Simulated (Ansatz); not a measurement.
**ZnS (P6_3mc) under several functionals**

**What was measured.**

A printed reference work, data compilation reports, for a bulk crystal of ZnS at 300 K: lattice constant c 6.2576 Å.

Plane-wave DFT in Ansatz with scalar-relativistic PAW potentials. The same structure was relaxed (cell and atoms, symmetry kept) in separate runs at each level. No spin polarisation.

```tsv
level	cutoff (eV)	k mesh	V (Å³/atom)	a (Å)	c (Å)	gap (eV)	B0 (GPa)
PBEsol	420	12×12×6	19.224	3.782	6.209	2.15	–
PBE+D3(BJ)	420	12×12×6	19.432	3.794	6.235	2.24	–
r2SCAN	500	6×6×4	19.596	3.807	6.246	2.78	78
PBE	420	12×12×6	20.188	3.845	6.305	2.08	69
```

Problem. Where does LDA (420 eV, k mesh 12×12×6) fall?

Solution. V (Å³/atom) 18.586, a (Å) 3.738, c (Å) 6.143, gap (eV) 2.19. Its volume is the smallest of the set. The usual order of volumes, LDA < PBEsol < PBE, holds here (18.586, 19.224, 20.188 Å³/atom). As a rule LDA overbinds; PBEsol, built on the gradient expansion of slowly varying densities, lies between LDA and PBE; PBE's stronger gradient term for exchange weakens bonds. Adding D3 to PBE changes the volume by -3.7 %; the term is attractive, so it pulls cells in. r2SCAN lies 2.9 % under PBE in volume. B0 goes from 78.2 to 69.1 GPa as the volume grows by 3.0 %; on one curve with B' = 4.4 the volume alone, B ∝ V^(−B'), would give 68.6 GPa, and the rest of the difference is the functional's own stiffness. Each gap belongs to its own cell, so it mixes the functional's effect with that of the volume; gaps are the least found on the k mesh or on a band path.

For PBE: Measured lattice constant c of ZnS: 6.2576 Å (300 K; a printed reference work, data compilation). This calculation gives 6.305 Å (+0.8 %). The calculations are for 0 K without zero-point motion.